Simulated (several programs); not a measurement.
# ZnSe (F-43m) from semi-empirical methods to plane-wave DFT

ZnSe (started from an entry of an open crystallographic database), relaxed with r2SCAN in Ansatz, was computed with several methods. It is cubic, F-43m (No. 216); conventional cell a = 5.665 Å, 22.72 Å³ an atom. Zn is surrounded by 4 Se at 2.45 Å; Se is surrounded by 4 Zn at 2.45 Å. Calculated for a static, non-magnetic cell.

```xyz
2
Lattice="0.0000 2.8324 2.8324 2.8324 0.0000 2.8324 2.8324 2.8324 0.0000" Properties=species:S:1:pos:R:3 pbc="T T T"
Zn    0.0000    0.0000    0.0000
Se    1.4162    1.4162    1.4162
```

Gaps and times are for a single point on this cell; volume and bulk modulus come from each method's own relaxation or energy curve at fixed shape. Times are rough, from shared hosts (Arm Neoverse N1; Arm Neoverse V2; Intel Xeon Platinum 8259CL CPU @ 2.50GHz), and each method has its own mesh and cell size. A dagger marks a closed or tiny gap in a crystal that DFT finds insulating: a failure of the method or a wrong SCF state. A star marks a curve whose lowest point is an end point. PM6 (MOPAC), PM7 (MOPAC), GFN1-xTB (tblite), GFN2-xTB (tblite) treat a cluster of cells at its zone centre, which samples few k points: where these miss a band edge, the gap comes out too large for that reason alone. Gaps from k meshes are read at a limited set of points (mesh, symmetry points, PBE's band edges), so each method's own least gap may be somewhat smaller. Force fields have no electrons; where one was fitted to this phase, its volume and modulus reflect the fit. xTB and the PM methods were fitted mostly to molecules, and can miss a solid's gap by electronvolts. Minimal bases can be far off for gaps. Times of the plane-wave ladder aren't listed, since it ran on unlike processors and cards. GLLB-SC's gap includes the derivative discontinuity. G0W0 is at finite bands, cutoff and mesh. d marks a direct gap, i an indirect one (no mark: not told apart), a dash a value that wasn't computed or didn't pass its checks.

```csv
method,kind,gap (eV),own volume (Å³/atom),bulk modulus (GPa),atoms computed,processor time
PBEsol,semilocal,–,22.35,–,2,–
CdTeZnSeHgS0.sw (LAMMPS),force field,–,22.77,65,2,0.11 s
light PBE (260 eV and a coarse mesh),light plane-wave,1.31 d,–,–,2,0.79 s
PM7 (MOPAC),semi-empirical,0.00†,–,–,cluster,1.7 s
GFN1-xTB (tblite),tight binding,0.00†,25.35*,43*,cluster,2.5 s
PBE,semilocal,1.29 d,23.54,57,2,–
GFN2-xTB (tblite),tight binding,4.21,25.43*,34*,cluster,3.4 s
PM6 (MOPAC),semi-empirical,2.52,–,–,cluster,4.5 s
LDA,semilocal,1.04 d,21.57,–,2,–
PBE/SZV (CP2K),small basis,1.84 d,24.83*,57*,2,5.4 s
PBE/single zeta (GPAW),small basis,1.24 d,–,–,2,5.5 s
r2SCAN,semilocal,1.87 d,22.72,65,2,–
GLLB-SC (GPAW),model potential,2.29,–,–,2,6.8 s
PBE/DZVP (CP2K),small basis,1.31 d,23.84,57,2,17 s
G0W0@r2SCAN (180 eV screening cutoff),many-body,2.65,–,–,2,–
G0W0@PBE (260 eV screening cutoff),many-body,2.34,–,–,2,–
PBE+SOC,semilocal,1.17 d,–,–,2,–
G0W0@LDA (140 eV screening cutoff),many-body,2.15,–,–,2,–
G0W0@HSE06 (180 eV screening cutoff),many-body,2.93,–,–,2,–
G0W0@PBE0 (180 eV screening cutoff),many-body,3.11,–,–,2,–
LC-ωPBE,hybrid,6.95 d,–,–,2,–
PBE0,hybrid,3.05 d,–,–,2,–
HSE06,hybrid,2.42 d,23.16,–,2,–
DDH-PBE0,hybrid,2.24 d,–,–,2,–
r2SCANh,hybrid,2.48 d,–,–,2,–
HSE06+SOC,hybrid,2.30 d,–,–,2,–
```

Against HSE06 (2.42 eV) and with closed or daggered gaps left aside, the nearest gap at the points sampled is that of r2SCANh (+0.06 eV) and the farthest that of LC-ωPBE (+4.53 eV). HSE06 is only a yardstick of convenience, and nearness to it can be luck.

Volumes against r2SCAN's: PBEsol -1.6 %, CdTeZnSeHgS0.sw (LAMMPS) +0.2 %, PBE +3.6 %, LDA -5.1 %, PBE/DZVP (CP2K) +4.9 %, HSE06 +1.9 %.

Only the rows marked +SOC include spin-orbit coupling.
